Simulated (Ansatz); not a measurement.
# TiTe2 in the CdI2-type structure

Method: PBEsol, scalar-relativistic; no spin polarisation; PAW, 420 eV, 10×10×6 k-mesh, Gaussian smearing of 0.05 eV; code Ansatz. The datasets are Ansatz's generated set soft_2.

```yaml
crystal:
  lattice:
    - [3.69299, 0.00000, 0.00000]
    - [-1.84649, 3.19822, 0.00000]
    - [0.00000, 0.00000, 6.45009]
  atoms:
    - { symbol: Ti, position: [0.00000, 0.00000, 0.00000] }
    - { symbol: Te, position: [0.33333, 0.66667, 0.26744] }
    - { symbol: Te, position: [0.66667, 0.33333, 0.73256] }
```

The start was a prototype's sites filled with these elements; the Crystallography Open Database holds the compound in this structure.

Cell and atoms are those of this level's equilibrium.

Path: Γ–M–K–Γ–A–L–H–A | L–M | H–K, with Γ = (0.000, 0.000, 0.000), M = (0.500, 0.000, 0.000), K = (0.333, 0.333, 0.000), A = (0.000, 0.000, 0.500), L = (0.500, 0.000, 0.500), H = (0.333, 0.333, 0.500) in reciprocal vectors of the calculation's cell.

Q: Is it a metal or an insulator, and if it has a gap, where are the band edges on this path?

A: A metal: bands cross the Fermi level.

Bands as a text map, energy in eV from the Fermi level (dashes), each leg drawn with the same width:
```
  5.57 | *  ******       *      *****   * *   ******     *  *  *****       
  5.14 |*         *          ***        ** ***  *         ** ** **   *     
  4.71 |                *                ****  *          ***  *      *    
  4.29 |           **                     *  **             ***        *   
  3.86 |             ***           **      *****         ***            ***
  3.43 |   ******        **   *****  **   *     ** *    *   *  ****        
  3.00 |******   *      *  ***         * *       ** *  **    **    ***     
  2.57 |      *******  *  *           * *********  *****  ***  ****   ***  
  2.14 |            ******             *             **                  **
  1.71 |      *************           *********     ** ** *********      **
  1.29 |*************************    **  ***********  *** *****************
  0.86 |          ***  **     ********          ******* **         **      
  0.43 |***      *       ************ **      **       * *                 
  0.00 |-********----------**-*------**-**--**----------*----******--------
 -0.43 |   *              **   *       *****           *  ****             
 -0.86 |  * ***          * *    *     *    **             **  ***          
 -1.29 |       **         *      *        *  ***      ***   **   **        
 -1.71 |**********      ******************    ************    ********     
 -2.14 |  **  *   ***  *****      *    *  ****       **   **** **     ***  
 -2.57 |       **********          *    *******     *     *****  **     ***
 -3.00 |   **  *****   *  *         ** *       **  *  ****     ****  ***   
 -3.43 |    ***     *  ***          *****       ****   ***         **      
 -3.86 |     ************          *    *         *  **          *****  ***
 -4.29 |    **        ****        *      *      ******        ***  ********
 -4.71 |           ***    *      *       ********  *      ****             
 -5.14 |  **  *****        *   **         *****           *********        
 -5.57 |**                  ***                                            
 -6.00 |                                                                   
        Γ      M      K      Γ      A      L      H      AL       MH      K
```

No spin–orbit coupling, a notable omission for heavy elements. The structure is layered, and this functional has no dispersion term, so the layers' spacing is poorly fixed, often too long, and so is what hangs on it. The relaxed cell is 5 % smaller in volume than the cell of this structure in the Crystallography Open Database (26.76 Å³/atom, 1981).
